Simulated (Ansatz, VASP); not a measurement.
**One calculation of Al2O3, two programs**

```xyz
5
Lattice="2.8968 0.0000 0.0000 -1.4484 2.5087 0.0000 0.0000 0.0000 7.8776" Properties=species:S:1:pos:R:3 pbc="T T T"
Al    0.0000    0.0000    2.1896
Al    0.0000    0.0000    5.6880
O     0.0000    1.6725    1.5712
O     1.4484    0.8362    6.3064
O     0.0000    0.0000    3.9388
```

Change from the starting cell: strain -0.040 along x and y, +0.040 along z, atoms carried along.

Alike in both runs: task single point; functional PBEsol; k mesh 12 × 12 × 4; occupations gaussian, width 0.05 eV; no spin polarisation.

|  | VASP | Ansatz |
| --- | --- | --- |
| version | VASP 6.6.1 | Ansatz 0.2.0 |
| potentials or method | VASP PAW PBE potentials, release 64 (Al, O) | scalar-relativistic, plane waves, PAW |
| plane-wave cutoff (eV) | 520 | 420 |
| valence electrons in the cell | 24 | 24 |

|  | VASP | Ansatz | Ansatz less VASP |
| --- | --- | --- | --- |
| gap on the k mesh at the Fermi level (eV) | 1.61 | 1.60 | -0.011 |
| least direct gap on the mesh (eV) | 1.61 | 1.60 | -0.011 |
| pressure (GPa) | 3.0 | 2.7 | -0.30 |
| largest component of the traceless stress (GPa) | 23.19 | 23.23 | +0.039 |
| rms of the force components (eV/Å) | 0.889 | 0.909 | +0.0199 |

Atom by atom the forces differ by 0.020 eV/Å (rms over components). The functional is the same, so the differences come from potentials, cutoffs and numerics.

Caveats: the PAW data sets were made with another functional, which shifts forces and pressure a little (VASP). A k mesh can miss the band edges.
